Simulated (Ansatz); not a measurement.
The system is CuO.

```
CELL_PARAMETERS angstrom
2.87950 0.00000 0.00000
0.03907 2.87928 0.00000
0.01750 0.01724 5.17634
ATOMIC_POSITIONS crystal
Cu 0.00000 0.50000 0.00000
Cu 0.50000 0.00000 0.50000
O 0.99842 0.00167 0.74989
O 0.00158 0.99833 0.25011
```

The cell comes from a database or a generator and needn't be the stable form of this composition.

Base run:

- Program: Ansatz 0.2.0
- Functional: PBEsol
- Potentials or basis: all-electron LAPW, non-relativistic
- Cutoff: 413 eV (chosen from the basis error)
- Basis error allowed: 0.002 eV/atom
- k mesh: 9 × 9 × 5
- Occupations: fermi-dirac, width 0.05 eV
- Spin: no spin polarisation

Its results: pressure 0.3 GPa; largest force 0.011 eV/Å.

Q: The run is repeated on the same cell with these changes: potentials or basis from all-electron LAPW, non-relativistic to all-electron PAW datasets made for the crystal. What comes out?

A: Pressure -2.0 GPa; largest force 0.013 eV/Å.

Caveats: the run has no spin polarisation, though such a crystal can be magnetic.

The runs don't all hold the same shells in valence.
